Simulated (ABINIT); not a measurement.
V:

```
V
1.0
    -1.51435    1.51435    1.51435
     1.51435   -1.51435    1.51435
     1.51435    1.51435   -1.51435
V
1
Direct
  0.00000 0.00000 0.00000
```

* Program: ABINIT 10.8.3 (patched build)
* Task: single point
* Functional: PBE
* Potentials or basis: JTH PAW PBE v2.0
* Cutoff: 408 eV
* k mesh: 12 × 12 × 12
* Occupations: fermi-dirac, width 0.05 eV
* Spin: collinear spin, ferromagnetic start
* Starting moments: [2.0] μB

On this cell: pressure -4.9 GPa; net moment 0.00 μB per cell; band gap on the k mesh none (metal or under the smearing width).

The same run follows on a disturbed copy (cell strained at random at fixed volume):

```xyz
1
Lattice="-1.5170 1.5201 1.5776 1.4987 -1.4781 1.5172 1.5066 1.4677 -1.5355" Properties=species:S:1:pos:R:3 pbc="T T T"
V    -0.0105    0.0071    0.0249
```

Q: What changes?

A: The energy (extrapolated to zero smearing) moves by +3.9 meV/atom; pressure -4.8 GPa; net moment 0.00 μB per cell; band gap on the k mesh none (metal or under the smearing width).

Stress tensor (GPa, compression positive):
```
-4.04  0.03  0.34
 0.03 -3.63 -0.43
 0.34 -0.43 -6.76
```
